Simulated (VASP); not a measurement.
HfS2, 3 atoms in the cell. It takes space group P-3m1 (No. 164, trigonal). Conventional cell: a = 3.639 Å, b = 3.639 Å, c = 6.117 Å, α = 90.00°, β = 90.00°, γ = 120.00°. Hf (site symmetry -3m) has 6 S at 2.54 Å as nearest neighbours. Around S (site symmetry 3m) lie 3 Hf at 2.54 Å. The cell is a database's computed one.

```yaml
Program: VASP 6.6.1
Task: relaxation of cell and atoms
Functional: r2SCAN
Potentials_or_basis: VASP PAW PBE potentials, release 64 (Hf_pv, S)
Cutoff: 600 eV
k_mesh: 9 × 9 × 5
Occupations: gaussian, width 0.03 eV
Spin: no spin polarisation
Further_INCAR_settings: ALGO = Normal; EDIFF = 1e-07; IBRION = 2; EDIFFG = -0.005; NSW = 90; ISIF = 3
```

Potentials or basis: VASP PAW PBE potentials, release 64 (Hf_pv, S).

The run is started by

```sh
$ cat potpaw_PBE.64/Hf_pv/POTCAR potpaw_PBE.64/S/POTCAR > POTCAR
$ mpirun -np 2 vasp_std > vasp.out
```

Hardware: 2 MPI ranks on Intel(R) Xeon(R) Platinum 8259CL CPU @ 2.50GHz (Skylake/Cascade Lake), on a shared host.

**Question.** Estimate the wall time of this run.

**Answer.** Run time: 2.9 min on 2 MPI ranks on Intel(R) Xeon(R) Platinum 8259CL CPU @ 2.50GHz (Skylake/Cascade Lake), on a shared host, peak memory 0.24 GiB a rank. Counts: scf iterations 23, k points 50, ion steps 1.
